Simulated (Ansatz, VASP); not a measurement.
**Cross-check of P between VASP and Ansatz**

One calculation is typed for both programs; each brings its own data sets. How far apart do they land? The cell is taken from a series of runs on this material, whose earlier steps may have relaxed, scaled, displaced or heated it; both programs get it as it stands.

Main program and level: Ansatz development build; plane waves, with VASP 6.6.1 beside it; G0W0 gap at PBE.

In doubt: GW ran without a cut-off Coulomb interaction for the vacuum (step 3), so the values of those runs are not to be relied on.

## 1. The starting structure

The cell holds 2 atoms: 2 P. Its edges and angles: a = 3.254 Å, b = 3.254 Å, c = 14.200 Å, α = 90.0°, β = 90.0°, γ = 120.0°. Vacuum lies along c.

## 2. VASP: G0W0 gap, PBE

Quasiparticle shifts depend on high empty states and on the cores, so they are the hardest test of two PAW sets.

Lines of VASP's logs that name or quote its potential files are left out, and so is its time.

The run reads the wave functions of an earlier VASP run, which isn't shown here.

INCAR reads:

```
SYSTEM = P
PREC = Accurate
ENCUT = 300
ISMEAR = 0
SIGMA = 0.01
LREAL = .FALSE.
GGA = PE
NBANDS = 125
ALGO = EVGW0
NELMGW = 1
ENCUTGW = 55
NOMEGA = 64
PRECFOCK = Fast
NBANDSGW = 13
LWAVE = .FALSE.
LCHARG = .FALSE.
```

POSCAR reads:

```
P
1.0
    3.2544945226      0.0000000000      0.0000000000
   -1.6272472613      2.8184749331      0.0000000000
    0.0000000000      0.0000000000     14.2000000000
P
2
Direct
    0.3333333333      0.6666666667      0.5438560062
    0.6666666667      0.3333333333      0.4561439938
```

KPOINTS reads:

```
Automatic mesh
0
Gamma
6 6 1
0 0 0
```

Potentials, in the order of the species: P_GW (PBE family, release 64).

Command:

```
$ export OMP_NUM_THREADS=3
$ mpirun -np 1 vasp_std
```

Numbers of over 12 decimals in the logs are rounded to 6 here.

Output:

```text
[banner, memory and clock lines left out]
running    1 mpi-ranks, on    1 nodes
 distrk:  each k-point on    1 cores,    1 groups
 distr:  one band on    1 cores,    1 groups
 Offloading initialized ...    1 GPUs detected
 POSCAR found type information on POSCAR P
 POSCAR found :  1 types and       2 ions
|                                                                             |
|           W    W    AA    RRRRR   N    N  II  N    N   GGGG   !!!           |
|           W    W   A  A   R    R  NN   N  II  NN   N  G    G  !!!           |
|           W    W  A    A  R    R  N N  N  II  N N  N  G       !!!           |
|           W WW W  AAAAAA  RRRRR   N  N N  II  N  N N  G  GGG   !            |
|           WW  WW  A    A  R   R   N   NN  II  N   NN  G    G                |
|           W    W  A    A  R    R  N    N  II  N    N   GGGG   !!!           |
|                                                                             |
|     The default for ENCUTGWSOFT is different in this version of VASP.       |
|     please manually set ENCUTGWSOFT =55 in the INCAR file.                  |
|                                                                             |

 LDA part: xc-table for (Slater+PW92), standard interpolation
 found WAVECAR, reading the header
 POSCAR, INCAR and KPOINTS ok, starting setup
 FFT: planning ... GRIDC
 FFT: planning ... GRID_SOFT
 FFT: planning ... GRID
 reading WAVECAR
 the WAVECAR file was read successfully
 initial charge from wavefunction
 available memory per node:   1667.61 GB, setting MAXMEM to   1707636

 The Fermi energy was updated, please check that it is located mid-gap
 values below the HOMO (VB) or above the LUMO (CB) will cause erroneous energies
 E-fermi :  -1.9896

 calculate exact exchange contribution
 the WAVEDER file was read successfully
energies w=
    0.000    0.000    0.370    0.000    0.738    0.000    1.105    0.000
    1.470    0.000    1.832    0.000    2.190    0.000    2.544    0.000
    2.893    0.000    3.238    0.000    3.578    0.000    3.913    0.000
    4.244    0.000    4.571    0.000    4.893    0.000    5.212    0.000
    5.527    0.000    5.839    0.000    6.149    0.000    6.457    0.000
    6.764    0.000    7.071    0.000    7.377    0.000    7.684    0.000
    7.993    0.000    8.304    0.000    8.618    0.000    8.937    0.000
    9.260    0.000    9.589    0.000    9.926    0.000   10.270    0.000
   10.625    0.000   10.990    0.000   11.369    0.000   11.762    0.000
   12.171    0.000   12.600    0.000   13.050    0.000   13.525    0.000
   14.028    0.000   14.563    0.000   15.135    0.000   15.749    0.000
   16.413    0.000   17.134    0.000   17.921    0.000   18.786    0.000
   19.744    0.000   20.812    0.000   22.012    0.000   23.373    0.000
   24.931    0.000   26.736    0.000   28.851    0.000   31.366    0.000
   34.407    0.000   38.159    0.000   42.902    0.000   49.084    0.000
   57.467    0.000   69.461    0.000   88.007    0.000  120.410    0.000
 responsefunction array rank=     132
 LDA part: xc-table for (Slater+PW92), standard interpolation

 min. memory requirement per mpi rank    224.7 MB, per node    224.7 MB

 allocating  64 responsefunctions rank=   132
 shmem allocating  64 responsefunctions rank=   132
 response function shared by NCSHMEM nodes    1
 Doing            64  frequencies on each core in blocks of            64
NQ=   1    0.0000    0.0000    0.0000,
|.........|.........|.........|.........|.........|.........|.........|.........
 performed         65000 updates of chi_q(r,r)
 total number of BLAS operations          4.76 Gflops
NQ=   2    0.1667    0.0000    0.0000,
|.........|.........|.........|.........|.........|.........|.........|.........
 performed        205000 updates of chi_q(r,r)
 total number of BLAS operations         19.65 Gflops
NQ=   3    0.3333    0.0000    0.0000,
|.........|.........|.........|.........|.........|.........|.........|.........
 performed        345000 updates of chi_q(r,r)
 total number of BLAS operations         35.86 Gflops
NQ=   4    0.5000    0.0000    0.0000,
|.........|.........|.........|.........|.........|.........|.........|.........
 performed        443000 updates of chi_q(r,r)
 total number of BLAS operations         48.36 Gflops
NQ=   5    0.1667    0.1667    0.0000,
|.........|.........|.........|.........|.........|.........|.........|.........
 performed        583000 updates of chi_q(r,r)
 total number of BLAS operations         62.99 Gflops
NQ=   6    0.3333    0.1667    0.0000,
|.........|.........|.........|.........|.........|.........|.........|.........
 performed        743000 updates of chi_q(r,r)
 total number of BLAS operations         84.65 Gflops
NQ=   7    0.3333    0.3333    0.0000,
|.........|.........|.........|.........|.........|.........|.........|.........
 performed        825000 updates of chi_q(r,r)
 total number of BLAS operations         96.11 Gflops
 resolving degeneracies of screened two electron integrals

 calculate QP shifts <psi_nk| G(iteration)W_0 |psi_nk>: iteration 1
 entering main loop
```

Parts of OUTCAR (step 2):

```text
ion  position               nearest neighbor table
   1  0.333  0.667  0.544-   2 2.25   2 2.25   2 2.25
   2  0.667  0.333  0.456-   1 2.25   1 2.25   1 2.25

  LATTYP: Found a hexagonal cell.
 ALAT       =     3.2544945226
 C/A-ratio  =     4.3631967734

 Subroutine GETGRP returns: Found 12 space group operations
 (whereof 12 operations were pure point group operations)

The static configuration has the point symmetry D_3d.

 Found      7 irreducible k-points:

   k-points           NKPTS =      7   k-points in BZ     NKDIM =     36   number of bands    NBANDS=    125

   dimension x,y,z NGX =    18 NGY =   18 NGZ =   80
   dimension x,y,z NGXF=    36 NGYF=   36 NGZF=  160

   ENCUT  =  300.0 eV  22.05 Ry    4.70 a.u.   4.60  4.60 20.05*2*pi/ulx,y,z

   NELECT =      10.0000    total number of electrons

  energy-cutoff  :      300.00
  volume of cell :      130.25
      direct lattice vectors                 reciprocal lattice vectors
     3.254494523  0.000000000  0.000000000     0.307267378  0.177400904 -0.000000000
    -1.627247261  2.818474933  0.000000000     0.000000000  0.354801807  0.000000000
     0.000000000  0.000000000 14.200000000     0.000000000 -0.000000000  0.070422535

 k-points in reciprocal lattice and weights: Automatic mesh
   0.00000000  0.00000000  0.00000000       0.028
   0.16666667  0.00000000  0.00000000       0.167
   0.33333333  0.00000000  0.00000000       0.167
   0.50000000  0.00000000  0.00000000       0.083
   0.16666667  0.16666667  0.00000000       0.167
   0.33333333  0.16666667  0.00000000       0.333
   0.33333333  0.33333333  0.00000000       0.056

 E-fermi :  -1.9896

 QP shifts <psi_nk| G(iteration)W_0 |psi_nk>: iteration 1
 for sc-GW calculations column KS-energies equals QP-energies in previous step
 and V_xc(KS)=  KS-energies - (<T + V_ion + V_H > + <T+V_H+V_ion>^1  + <V_x>^1)
 k-point   1 :       0.0000    0.0000    0.0000
  band No.  KS-energies  QP-energies   sigma(KS)   V_xc(KS)     V^pw_x(r,r')   Z            occupation Imag(sigma)
    ...
      2      -9.4241      -9.7418     -11.4521     -10.9987     -16.3346       0.7006       2.0000       0.6750
      3      -3.4309      -4.0682     -10.8857     -10.0156     -12.6188       0.7325       2.0000       0.0502
      4      -2.9893      -3.2088     -13.2240     -12.9372     -14.5460       0.7651       2.0000       0.0285
      5      -2.9893      -3.2088     -13.2240     -12.9372     -14.5460       0.7651       2.0000       0.0285
      6       1.0277       2.0875     -10.6392     -12.0312      -6.8582       0.7613       0.0000      -0.0624
      7       1.0392       2.0461     -10.5583     -11.9218      -6.8230       0.7385       0.0000      -0.0720
      8       1.0392       2.0461     -10.5583     -11.9218      -6.8230       0.7385       0.0000      -0.0720
      9       2.4393       2.4950      -3.4653      -3.5318      -1.2193       0.8365       0.0000      -0.0426
    ...

 k-point   2 :       0.1667    0.0000    0.0000
  band No.  KS-energies  QP-energies   sigma(KS)   V_xc(KS)     V^pw_x(r,r')   Z            occupation Imag(sigma)
    ...
      2      -9.1471      -9.4243     -11.6599     -11.2546     -16.4160       0.6837       2.0000       0.5850
      3      -5.5225      -5.8688     -12.7422     -12.2749     -14.8337       0.7412       2.0000       0.0730
      4      -3.7986      -4.0680     -13.0420     -12.6867     -14.5649       0.7581       2.0000       0.0357
      5      -3.1835      -3.7744     -11.1352     -10.3367     -12.7428       0.7400       2.0000       0.0442
      6       0.0389       0.9513     -10.2184     -11.4281      -6.8053       0.7543       0.0000      -0.0549
      7       2.0130       3.0372     -10.7406     -12.1522      -6.6712       0.7255       0.0000      -0.1082
      8       2.7614       3.3217      -7.0918      -7.8109      -3.8052       0.7793       0.0000      -0.0869
      9       2.9940       3.2244      -4.6928      -4.9749      -2.0814       0.8167       0.0000      -0.0611
    ...

 k-point   3 :       0.3333    0.0000    0.0000
  band No.  KS-energies  QP-energies   sigma(KS)   V_xc(KS)     V^pw_x(r,r')   Z            occupation Imag(sigma)
    ...
      2      -9.9709     -10.1713     -12.6943     -12.4015     -17.4300       0.6845       2.0000       0.4871
      3      -7.0677      -7.5603     -11.6938     -10.9981     -14.8380       0.7082       2.0000       0.2182
      4      -4.8163      -5.1493     -12.9567     -12.5108     -14.8722       0.7467       2.0000       0.0488
      5      -3.2257      -3.6873     -11.9874     -11.3632     -13.5853       0.7396       2.0000       0.0431
      6      -1.0015      -0.2383      -9.6221     -10.6162      -6.5127       0.7677       0.0000      -0.0454
      7       1.1472       1.8623      -8.8450      -9.7871      -5.1952       0.7591       0.0000      -0.0681
      8       2.5380       3.5202     -10.4369     -11.8142      -6.1726       0.7132       0.0000      -0.1307
      9       4.3010       4.7333      -6.2141      -6.7666      -2.9064       0.7825       0.0000      -0.1259
    ...

 k-point   4 :       0.5000    0.0000    0.0000
  band No.  KS-energies  QP-energies   sigma(KS)   V_xc(KS)     V^pw_x(r,r')   Z            occupation Imag(sigma)
    ...
      2     -11.9564     -12.2081     -12.5138     -12.1535     -17.9573       0.6987       2.0000       0.7068
      3      -6.1053      -6.5397     -11.9907     -11.3717     -14.8409       0.7018       2.0000       0.1586
      4      -5.1970      -5.5497     -12.9393     -12.4640     -15.0093       0.7422       2.0000       0.0530
      5      -4.3404      -4.8253     -11.7226     -11.0537     -13.5609       0.7249       2.0000       0.0618
      6      -0.9176      -0.1131      -9.8570     -10.9068      -6.5539       0.7663       0.0000      -0.0477
      7       0.5536       1.2351      -9.0336      -9.9399      -5.8110       0.7519       0.0000      -0.0585
      8       2.4486       3.4166     -10.2644     -11.6121      -6.0502       0.7183       0.0000      -0.1255
      9       3.4364       3.9985      -7.5709      -8.3039      -3.8727       0.7669       0.0000      -0.1094
    ...

[... 3 further parts left out ...]
```

[end of part 1 of 2]

[Lines on the potential files, build, host, timing and source positions are cut from VASP's logs without a mark.]

[Logs are printed without paths, hosts, clocks, repeated set-up lines and the standing remarks that a program may print on its own settings, such as how far it seeks lower states.]

[Hosts, paths, dates, database ids (printed as entryN), source tags and the programs' standing remarks are cut or masked in the printed files.]
